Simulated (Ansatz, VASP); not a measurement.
## One calculation of Ba, two programs

INCAR

```
  PREC = Accurate
  ENCUT = 520
  EDIFF = 1E-7
  ISMEAR = -1
  SIGMA = 0.05
  LREAL = F
  LASPH = T
  NELM = 80
  ALGO = Normal
  ISIF = 2
  LWAVE = F
  LCHARG = F
  GGA = PE
  NBANDS = 11
```

File KPOINTS:

```
Automatic mesh
0
Gamma
  7 7 7
```

The input POSCAR:

```
Ba
1.0
    3.9436634459      0.0000000000      0.0000000000
    0.0000000000      3.9436634459      0.0000000000
    0.0000000000      0.0000000000      3.9436634459
Ba
1
Direct
    0.0000000000      0.0000000000      0.0000000000
```

File input.yaml:

```yaml
crystal:
  lattice:
    - [3.9436634459, 0.0, 0.0]
    - [0.0, 3.9436634459, 0.0]
    - [0.0, 0.0, 3.9436634459]
  atoms:
    - { symbol: Ba, position: [0.0, 0.0, 0.0] }
hamiltonian:
  xc: pbe
  pseudopotentials: { kind: paw }
kpoints:
  mp_grid: { grid: [7, 7, 7] }
scf:
  occupations: { method: fermi_dirac, width: 0.05 }
output:
  forces: true
  stress: true
  eigenvalues: true
  write_density: true
  write_potential: true
  elf: true
  volumetric_format: npy
```

Change from the starting cell: volume scaled by 1.02.

Alike in both runs: task single point; functional PBE; k mesh 7 × 7 × 7; occupations fermi-dirac, width 0.05 eV; no spin polarisation.

|  | VASP | Ansatz |
| --- | --- | --- |
| version | VASP 6.6.1 | Ansatz 0.2.0 |
| potentials or method | VASP PAW PBE potentials, release 64 (Ba_sv) | Ansatz PAW |
| plane-wave cutoff (eV) | 520 | 420 |
| valence electrons in the cell | 10 | 10 |

|  | VASP | Ansatz | Ansatz less VASP |
| --- | --- | --- | --- |
| gap on the k mesh at the Fermi level (eV) | 0.14 | 0.15 | +0.008 |
| least direct gap on the mesh (eV) | 0.22 | 0.22 | 0.000 |
| pressure (GPa) | 0.2 | 0.1 | -0.13 |

Caveats: spin-orbit coupling is left out, which moves the levels of the heavy elements (VASP); an odd mesh through Γ misses points on the zone boundary, where band edges often lie (VASP).
